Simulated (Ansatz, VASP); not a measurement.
# Two plane-wave programs on Ni3Ge

```xyz
4
Lattice="3.5303 0.0000 0.0000 0.0000 3.5303 0.0000 0.0000 0.0000 3.5303" Properties=species:S:1:pos:R:3 pbc="T T T"
Ni    1.7652    0.0000    1.7652
Ni    0.0000    1.7652    1.7652
Ni    1.7652    1.7652    0.0000
Ge    0.0000    0.0000    0.0000
```

Alike in both runs: task single point; functional r2SCAN; k mesh 6 × 6 × 6; occupations gaussian, width 0.4 eV; no spin polarisation.

```csv
,VASP,Ansatz
version,VASP 6.6.1,Ansatz 0.2.0
potentials or method,"VASP PAW PBE potentials, release 64 (Ni, Ge_d)","scalar-relativistic, plane waves, PAW"
plane-wave cutoff (eV),520,500
valence electrons in the cell,44,68
```

|  | VASP | Ansatz | Ansatz less VASP |
| --- | --- | --- | --- |
| gap on the k mesh at the Fermi level (eV) | none | none | - |
| pressure (GPa) | 1.2 | 0.9 | -0.35 |

A gap of «none» marks a metal or a gap that the smearing closes. The two sets of potentials don't hold the same shells in valence.

Caveats: the PAW data sets were made with another functional, which shifts forces and pressure a little (VASP). Spin polarisation is off, so any magnetic state and its effect on volume and gap are missing.
